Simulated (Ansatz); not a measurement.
**Structure relaxation of TePb3**

Computed with DFT PBE, scalar-relativistic, plane waves, PAW (Ansatz). Cutoff 420 eV, Γ-centred k mesh, Gaussian smearing, no spin polarisation in the final step.

The start puts TePb3 on the TiAl3 (D0_22) structure type (I4/mmm, No. 139), with Te in place of Ti, Pb in place of Al, at a guessed volume.

```
CELL_PARAMETERS angstrom
-2.41579 2.41579 5.39631
2.41579 -2.41579 5.39631
2.41579 2.41579 -5.39631
ATOMIC_POSITIONS crystal
Te 0.00000 0.00000 0.00000
Pb 0.50000 0.50000 0.00000
Pb 0.25000 0.75000 0.50000
Pb 0.75000 0.25000 0.50000
```

Cell and atoms relax at zero pressure; the relaxation can't lower the symmetry of the start.

The zero of energy is the elements' standard structures at the same level; no fitted shifts are applied.

**Question.** What does it relax into?

**Answer.** It keeps I4/mmm (No. 139). The result has the TiAl3 (D0_22) structure. Conventional cell: a = 4.798 Å, c = 11.139 Å. Around Te lie 4 Pb at 3.39 Å and 8 Pb at 3.68 Å; Pb on Wyckoff site b (1 atom of the primitive cell) is coordinated by 4 Te at 3.39 Å and 8 Pb at 3.68 Å; around Pb on Wyckoff site d (2 atoms of the primitive cell) lie 4 Pb at 3.39 Å, 4 Pb at 3.68 Å and 4 Te at 3.68 Å.

```xyz
4
Lattice="-2.3989 2.3989 5.5697 2.3989 -2.3989 5.5697 2.3989 2.3989 -5.5697" Properties=species:S:1:pos:R:3 pbc="T T T"
Te    0.0000    0.0000    0.0000
Pb    0.0000    0.0000    5.5697
Pb    2.3989    0.0000    2.7848
Pb    0.0000    2.3989    2.7848
```

**Question.** What are its volume, energy, density and gap?

**Answer.** The volume per atom is 32.05 Å³, the density is 9.70 g/cm³ and the energy over the elements is -0.02 eV/atom. The gap on the 14×14×14 mesh is 0 eV (a metal).

The final run used a 14×14×14 mesh on its 4-atom cell and 0.10 eV smearing. The k mesh leaves about 4 meV/atom of noise in metals. Spin–orbit coupling is left out. A structure relaxed within its symmetry needn't be a true minimum.

Cost: 2 runs of about 3.8 core-minutes in all, on Intel Xeon 6975P-C (Granite Rapids) (shared hosts).